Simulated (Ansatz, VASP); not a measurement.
One calculation of SiC, two programs

File POSCAR:

```
SiC
1.0
   -0.0176422240      2.1780523476      2.1780523476
    2.1780523476     -0.0176422240      2.1780523476
    2.1604101236      2.1604101236      0.0000000000
Si C
1 1
Direct
   -0.0007200745     -0.0007200745      0.0007200745
    0.2507200745      0.2507200745      0.2492799255
```

File INCAR.step1:

```
SYSTEM = SiC
ALGO = Normal ; EDIFF = 1E-4
ENCUT = 520 ; GGA = PE
ISMEAR = 0 ; LASPH = .TRUE.
LCHARG = .FALSE. ; LREAL = .FALSE.
LWAVE = .TRUE. ; NBANDS = 11
NELM = 100 ; PREC = Accurate
SIGMA = 0.01
```

Contents of INCAR.step2:

```
SYSTEM = SiC
ALGO = Normal ; EDIFF = 1E-7
ENCUT = 520 ; ISIF = 2
ISMEAR = 0 ; ISTART = 1
LASPH = .TRUE. ; LCHARG = .TRUE.
LELF = .TRUE. ; LMIXTAU = .TRUE.
LREAL = .FALSE. ; LVHAR = .TRUE.
LWAVE = .FALSE. ; METAGGA = R2SCAN
NBANDS = 11 ; NELM = 100
PREC = Accurate ; SIGMA = 0.01
```

The input KPOINTS:

```
k-points
0
G
  10 10 10
  0 0 0
```

Input for Ansatz:

```yaml
crystal:
  lattice:
    - [-0.017642224, 2.1780523476, 2.1780523476]
    - [2.1780523476, -0.017642224, 2.1780523476]
    - [2.1604101236, 2.1604101236, 0.0]
  atoms:
    - { symbol: Si, position: [-0.0007200745, -0.0007200745, 0.0007200745] }
    - { symbol: C, position: [0.2507200745, 0.2507200745, 0.2492799255] }
kpoints:
  mp_grid: { grid: [10, 10, 10] }
  band_path:
    path:
      - [0.0, 0.0, 0.0]
      - [-0.5, -0.5, 0.0]
      - [-0.375, -0.375, 0.25]
      - [-0.375, 0.0, 0.375]
      - [0.0, 0.0, 0.5]
      - [-0.5, -0.25, 0.25]
    npoints: 1
hamiltonian:
  xc: r2scan
scf:
  occupations: { method: fixed }
  n_extra_bands: 4
output:
  forces: true
  stress: true
  eigenvalues: true
```

Change from the starting cell: shear_xy strain -1.6%.

Alike in both runs: task single point; functional r2SCAN; k mesh 10 × 10 × 10; no spin polarisation.

|  | VASP | Ansatz |
| --- | --- | --- |
| version | VASP 6.6.1 | Ansatz 0.2.0 |
| potentials or method | VASP PAW PBE potentials, release 64 (Si, C) | plane waves, PAW |
| plane-wave cutoff (eV) | 520 | 500 |
| occupations | gaussian, width 0.01 eV | fixed |
| valence electrons in the cell | 8 | 8 |

|  | VASP | Ansatz | Ansatz less VASP |
| --- | --- | --- | --- |
| gap on the k mesh at the Fermi level (eV) | 1.63 | 1.62 | -0.011 |
| pressure (GPa) | -0.1 | 0.1 | +0.18 |
| largest component of the traceless stress (GPa) | 4.26 | 4.23 | -0.023 |

Caveats: the PAW data sets were made with another functional, which shifts forces and pressure a little (VASP). A k mesh can miss the band edges.
